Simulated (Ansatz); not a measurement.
Hf:

```
Hf
1.0
    -1.69500    1.65212    1.64091
     1.87648   -1.65155    1.82182
     1.94106    1.89761   -1.64034
Hf
1
Direct
  0.00000 0.00000 0.00000
```

This isn't the form of Hf at room conditions, which is hcp.

The cell isn't the ideal one: cell sheared at random, sigma 0.06, atoms nudged by 0.01 Å.

| Item | Value |
| --- | --- |
| Program | Ansatz 0.2.0 |
| Task | relaxation of cell and atoms |
| Functional | RPBE |
| Potentials or basis | Ansatz PAW |
| Cutoff | 420 eV (not typed: the program's choice for these potentials) |
| k mesh | 11 × 10 × 10 |
| Occupations | fermi-dirac, width 0.05 eV |
| Spin | no spin polarisation |

At the start: volume 23.30 Å³/atom.

Task: Where does the relaxation end?

Result: It ends after 13 steps and the volume is 23.20 Å³/atom (-0.4 %); space group I4/mmm (No. 139, to 0.05 Å).

Step by step:
```csv
step,energy change (eV),largest force (eV/Å),volume (Å³)
1,0.0000,0.0000,23.30
2,-0.0737,0.0000,22.88
3,-0.1132,0.0000,23.19
4,-0.1475,0.0000,22.96
5,-0.1763,0.0000,23.06
6,-0.1948,0.0000,23.10
7,-0.1962,0.0000,23.12
8,-0.1962,0.0000,23.11
9,-0.1962,0.0000,23.10
10,-0.2019,0.0000,23.10
11,-0.2030,0.0000,23.20
12,-0.2030,0.0000,23.20
13,-0.2031,0.0000,23.20
```

Final structure:
```xyz
1
Lattice="-2.2405 1.6170 1.6102 2.2667 -1.6347 1.5854 2.2760 1.5785 -1.6284" Properties=species:S:1:pos:R:3 pbc="T T T"
Hf    0.0000    0.0000    0.0000
```

Caveat: the plane-wave basis is chosen anew once the cell has moved, so the energies of steps on either side of that aren't comparable; the PAW data sets come from PBE, with cores solved anew for the run's functional, which leaves a small shift of forces and pressure.
